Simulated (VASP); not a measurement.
A run of VASP 6.6.1 is set up as follows.

INCAR

```
PREC = Accurate
ENCUT = 520
EDIFF = 1E-6
ISMEAR = 0
SIGMA = 0.05
LREAL = False
LASPH = True
NELM = 80
ALGO = Normal
ISIF = 2
LWAVE = False
LCHARG = False
MAGMOM = 0 0 0 0 0 0
LORBIT = 11
LSORBIT = True
GGA_COMPAT = False
LMAXMIX = 4
GGA = PE
LOPTICS = True
NBANDS = 124
NEDOS = 3000
CSHIFT = 0.05
KPAR = 4
```

Contents of KPOINTS:

```
Automatic mesh
0
Gamma
  21 21 11
```

POSCAR

```
Ru                                      
1.0
    2.6879024158      0.0000000000     -0.0000000000
   -1.3439512079      2.3277917750      0.0000000000
    0.0000000000      0.0000000000      4.2552087736
  Ru            
     2
Direct
     0.3333333332999970    0.6666666667000030    0.2500000000000000
     0.6666666667000030    0.3333333332999970    0.7500000000000000
```

Potentials or basis: VASP PAW PBE potentials, release 64 (Ru_pv).

The run is started by

```sh
$ cat potpaw_PBE.64/Ru_pv/POTCAR > POTCAR
$ mpirun -np 4 vasp_ncl > vasp.out
```

Task: Predict the pressure.

Result: 11.5 GPa.

Stress tensor (GPa, compression positive):
```
11.96  0.00  0.00
 0.00 11.96  0.00
 0.00  0.00 10.61
```
